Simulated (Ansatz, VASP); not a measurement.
**TiAl in VASP and in Ansatz**

```
Ti Al
1.0
     3.15630    0.00000    0.00000
     0.00000    3.15630    0.00000
     0.00000    0.00000    3.15630
Ti Al
1 1
Cartesian
  1.5781 1.5781 1.5781
  0.0000 0.0000 0.0000
```

Alike in both runs: functional PBEsol; k mesh 14 × 14 × 14; occupations gaussian, width 0.1 eV; no spin polarisation.

Ansatz relaxed the structure, and its values are those at the end. VASP's run is a single point on that final structure, the one shown.

```csv
,VASP,Ansatz
version,VASP 6.6.1,Ansatz 0.2.0
potentials or method,"VASP PAW PBE potentials, release 64 (Ti_sv, Al)","scalar-relativistic, plane waves, PAW"
plane-wave cutoff (eV),520,420
valence electrons in the cell,15,15
```

```csv
,VASP,Ansatz,Ansatz less VASP
gap on the k mesh at the Fermi level (eV),none,none,-
pressure (GPa),0.0,0.0,+0.01
```

A gap of «none» marks a metal or a gap that the smearing closes. With one functional, cell and mesh, what is left measures potentials, basis and numerics.

Caveats: the PAW data sets were made with another functional, which shifts forces and pressure a little (VASP).
